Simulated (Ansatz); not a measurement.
**CrCuO₂ (R-3m): majority and minority states**

```
Cr Cu O
1.0
     1.48670    0.85835    5.70000
    -1.48670    0.85835    5.70000
     0.00000   -1.71669    5.70000
Cr Cu O
1 1 2
Direct
  0.50000 0.50000 0.50000
  0.00000 0.00000 0.00000
  0.10792 0.10792 0.10792
  0.89208 0.89208 0.89208
```

The source of the geometry is a structure as deposited in COD; atoms and cell stay fixed.

Functional, mesh and filling: PBEsol, 11×11×11 k mesh, Fermi–Dirac smearing of 0.08 eV. LAPW is all-electron LAPW in Ansatz 0.2.0. Site moments are integrated in spheres about the atoms. Start moments (μB): Cr1 2.4.

Density of states, smoothed by a Gaussian of 0.15 eV:

```json
{"E − E_F (eV)": "-7.00", "majority (states/eV/cell)": "1.15", "minority (states/eV/cell)": "1.53"}
{"E − E_F (eV)": "-6.60", "majority (states/eV/cell)": "1.43", "minority (states/eV/cell)": "1.08"}
{"E − E_F (eV)": "-6.20", "majority (states/eV/cell)": "1.99", "minority (states/eV/cell)": "1.49"}
{"E − E_F (eV)": "-5.80", "majority (states/eV/cell)": "1.47", "minority (states/eV/cell)": "2.06"}
{"E − E_F (eV)": "-5.40", "majority (states/eV/cell)": "1.50", "minority (states/eV/cell)": "1.75"}
{"E − E_F (eV)": "-5.00", "majority (states/eV/cell)": "1.97", "minority (states/eV/cell)": "2.16"}
{"E − E_F (eV)": "-4.60", "majority (states/eV/cell)": "1.11", "minority (states/eV/cell)": "1.52"}
{"E − E_F (eV)": "-4.20", "majority (states/eV/cell)": "0.47", "minority (states/eV/cell)": "0.68"}
{"E − E_F (eV)": "-3.80", "majority (states/eV/cell)": "0.50", "minority (states/eV/cell)": "0.46"}
{"E − E_F (eV)": "-3.40", "majority (states/eV/cell)": "1.28", "minority (states/eV/cell)": "1.28"}
{"E − E_F (eV)": "-3.00", "majority (states/eV/cell)": "1.52", "minority (states/eV/cell)": "1.31"}
{"E − E_F (eV)": "-2.60", "majority (states/eV/cell)": "4.02", "minority (states/eV/cell)": "2.84"}
{"E − E_F (eV)": "-2.20", "majority (states/eV/cell)": "3.87", "minority (states/eV/cell)": "4.89"}
{"E − E_F (eV)": "-1.80", "majority (states/eV/cell)": "1.35", "minority (states/eV/cell)": "0.97"}
{"E − E_F (eV)": "-1.40", "majority (states/eV/cell)": "2.38", "minority (states/eV/cell)": "0.94"}
{"E − E_F (eV)": "-1.00", "majority (states/eV/cell)": "3.58", "minority (states/eV/cell)": "0.04"}
{"E − E_F (eV)": "-0.60", "majority (states/eV/cell)": "1.41", "minority (states/eV/cell)": "0.00"}
{"E − E_F (eV)": "-0.20", "majority (states/eV/cell)": "0.01", "minority (states/eV/cell)": "0.00"}
{"E − E_F (eV)": "0.20", "majority (states/eV/cell)": "0.00", "minority (states/eV/cell)": "0.00"}
{"E − E_F (eV)": "0.60", "majority (states/eV/cell)": "0.23", "minority (states/eV/cell)": "0.36"}
{"E − E_F (eV)": "1.00", "majority (states/eV/cell)": "0.79", "minority (states/eV/cell)": "1.46"}
{"E − E_F (eV)": "1.40", "majority (states/eV/cell)": "1.27", "minority (states/eV/cell)": "1.66"}
{"E − E_F (eV)": "1.80", "majority (states/eV/cell)": "2.01", "minority (states/eV/cell)": "2.14"}
{"E − E_F (eV)": "2.20", "majority (states/eV/cell)": "1.17", "minority (states/eV/cell)": "2.96"}
{"E − E_F (eV)": "2.60", "majority (states/eV/cell)": "0.85", "minority (states/eV/cell)": "1.13"}
{"E − E_F (eV)": "3.00", "majority (states/eV/cell)": "0.94", "minority (states/eV/cell)": "0.87"}
{"E − E_F (eV)": "3.40", "majority (states/eV/cell)": "0.19", "minority (states/eV/cell)": "2.78"}
{"E − E_F (eV)": "3.80", "majority (states/eV/cell)": "0.05", "minority (states/eV/cell)": "1.40"}
{"E − E_F (eV)": "4.20", "majority (states/eV/cell)": "0.00", "minority (states/eV/cell)": "0.13"}
```

What spin moment does the cell carry?

3.00 μB. Site moments (μB): Cr1 2.58, Cu2 0.02, O3 0.00, O4 0.00.

Löwdin populations of d and f shells (filled inner shells left out):

```
 shell    up  down
Cr1 3d  3.64  0.82
Cu2 3d  4.82  4.82
```

Further occupied bands lie below the window, the nearest with its top at -7.2 eV.

The Ansatz runs typed with the search for lower states off end where their start leads. None of this fixes the real material's magnetic order: only patterns that fit the cell were computed, without spin fluctuations and on one mesh and smearing, with a functional that can overstate moments.
